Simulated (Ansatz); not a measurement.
System: fluorite SrF2. Method: B3LYP (VWN-RPA form) (plane waves, PAW; Ansatz, a program for electronic structure).

Run with plane-wave cutoff 460 eV, 8×8×8 k mesh, Fermi–Dirac smearing 0.01 eV, scalar-relativistic PAW data made under PBE.

The cell is scaled about its equilibrium volume:

```
V (Å³/atom)  P (GPa)  direct gap at Γ (eV)  smallest gap on the k mesh (eV)
-----------  -------  --------------------  -------------------------------
15.989          3.25                 9.424                            9.329
16.280          1.82                 9.319                            9.222
16.653          0.18                 9.188                            9.088
17.115         -1.58                 9.033                            8.930
17.532         -2.96                 8.899                            8.794
```

The fundamental gap (9.07 eV at the equilibrium volume, on the SCF mesh) lies elsewhere than Γ–Γ.

Measured, for comparison: band gap 11.1 eV (temperature not stated, not corrected to a static lattice; as tabulated in Aguado et al. (1999), arXiv:cond-mat/9901145).

Spin–orbit coupling is not included.
